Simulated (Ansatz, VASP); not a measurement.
**N2: VASP beside Ansatz**

```xyz
2
Lattice="9.8000 0.0000 0.0000 0.0000 10.0000 0.0000 0.0000 0.0000 9.4000" Properties=species:S:1:pos:R:3 pbc="T T T"
N     4.5103    4.6103    4.7000
N     5.2897    5.3897    4.7000
```

Alike in both runs: functional PBE; dispersion D3(BJ); k mesh 1 × 1 × 1; occupations gaussian, width 0.01 eV; no spin polarisation.

Ansatz relaxed the structure, and its values are those at the end. VASP's run is a single point on that final structure, the one shown.

|  | VASP | Ansatz |
| --- | --- | --- |
| version | VASP 6.6.1 | Ansatz 0.2.0 |
| potentials or method | VASP PAW PBE potentials, release 64 (N) | scalar-relativistic, plane waves, PAW |
| plane-wave cutoff (eV) | 520 | 420 |
| valence electrons in the cell | 10 | 10 |

```csv
,VASP,Ansatz,Ansatz less VASP
gap on the k mesh at the Fermi level (eV),8.20,8.24,+0.041
least direct gap on the mesh (eV),8.20,8.24,+0.041
rms of the force components (eV/Å),1.000,0.003,-0.9969
```

One of these differences is far larger than is usual between the two programs; its cause wasn't traced.

Caveats: the standard files for N, O and F lose accuracy on very short bonds.
